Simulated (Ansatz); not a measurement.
Runs of Ansatz 0.2.0 on CuI (Marshite). The structure is cubic, space group F-43m (No. 216). The conventional cell has a = 6.063 Å, b = 6.063 Å, c = 6.063 Å, α = 90.00°, β = 90.00°, γ = 90.00°. I (site symmetry -43m) has 4 Cu at 2.63 Å as nearest neighbours. Around Cu (site symmetry -43m) lie 4 I at 2.63 Å. 

| task | level | potentials or basis | cell | k mesh | cutoff (eV) | smearing | basis error allowed | gap on the mesh (eV) | pressure (GPa) |
| --- | --- | --- | --- | --- | --- | --- | --- | --- | --- |
| relaxation of cell and atoms | PBE+D4 | all-electron LAPW, scalar-relativistic | relaxed | 8 × 8 × 8 | - | fermi-dirac 0.05 eV | 0.001 eV/atom | 1.25 | 0.0 |
| Born charges and dielectric tensor | PBE | all-electron PAW datasets made for the crystal | as given | 8 × 8 × 8 | 250 | fixed | - | 1.12 | - |
| single point | PBE | all-electron LAPW, scalar-relativistic | as given | 8 × 8 × 8 | 283 | gaussian 0.03 eV | 0.001 eV/atom | 1.12 | 0.3 |
| band structure | revPBE | all-electron LAPW, scalar-relativistic | as given | 8 × 8 × 8 | 283 | fermi-dirac 0.05 eV | 0.001 eV/atom | 1.22 | 1.8 |
| single point | PBE | all-electron LAPW, scalar-relativistic | as given | 8 × 8 × 8 | 283 | gaussian 0.017 eV | 0.001 eV/atom | 1.12 | 0.3 |
| single point | PBE | all-electron LAPW, scalar-relativistic | as given | 5 × 5 × 5 | 261 | fermi-dirac 0.02 eV | 0.002 eV/atom | 1.12 | (a) |
| single point | PBE | all-electron LAPW, scalar-relativistic | as given | 8 × 8 × 8 | 283 | gaussian 0.015 eV | 0.001 eV/atom | 1.12 | 0.3 |

Alike in all rows: no spin polarisation.

Task: Estimate the missing entries.

Result: (a) 0.4.

Caveats: spin-orbit coupling is left out, which moves the levels of the heavy elements; the program warned that the printed levels may be off, so bands, gaps and densities of states are rough (some runs).

A k mesh can miss the band edges, and the runs leave out spin-orbit coupling on I.

The runs don't all hold the same shells in valence.
